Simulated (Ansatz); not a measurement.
Here is an unrelaxed guess for Ge.

```
Ge
1.0
     6.05771    0.00000    0.00000
    -3.02885    5.24613    0.00000
     0.00000    0.00000    8.79594
Ge
8
Direct
  0.26495 0.00000 0.21580
  0.00000 0.26495 0.21580
  0.73505 0.73505 0.21580
  0.73505 0.00000 0.21580
  0.00000 0.73505 0.21580
  0.26495 0.26495 0.21580
  0.33333 0.66667 0.26950
  0.66667 0.33333 0.26950
```

Computed with DFT PBE, scalar-relativistic, plane waves, PAW in Ansatz. Plane waves to 420 eV, a k mesh through Γ of 3×3×2 on the computed 8-atom cell and Gaussian smearing (0.10 eV); no spin polarisation.

Energies count from the standard state of Ge at the same level.

Q: What does a single point on this coarse mesh give?

A: The pressure is 94.8 GPa (the mean over three directions, positive in compression), the largest force is 36.87 eV/Å, and the energy is +9.03 eV/atom against the standard state. The shortest distance is 1.61 Å, so close that the PAW spheres overlap strongly and these values are rough.

Q: Is it a good guess?

A: A poor one: relaxing gains about 8.7 eV/atom (the start's value is from the coarse mesh, so the gain is rough) in 50 ionic steps and ends at +0.33 eV/atom on the finer mesh. The symmetry goes from P6mm (No. 183) to P6/mmm (No. 191). The volume per atom shrinks by 40.0 %, from 34.9 to 21.0 Å³. The shortest distance goes from 1.61 Å (Ge–Ge) to 2.75 Å (Ge–Ge). Conventional cell: a = 8.322 Å, c = 2.796 Å. Ge on a site of symmetry m2m is surrounded by 5 Ge at 2.75–2.80 Å and 4 Ge at 3.10 Å; around Ge on a site of symmetry -6m2 lie 2 Ge at 2.80 Å and 12 Ge at 3.10 Å.

The last run used a 6×6×12 mesh (in the run's order of axes) for its 8-atom cell and Gaussian smearing of 0.10 eV. The relaxation can't lower the symmetry of the start, and the grade says only how near the guess is to its own end. A structure relaxed within its symmetry needn't be a true minimum. Another cell of Ge relaxed alike, in R-3m, lies 64 meV/atom lower, so this cell isn't the stable form at this level.
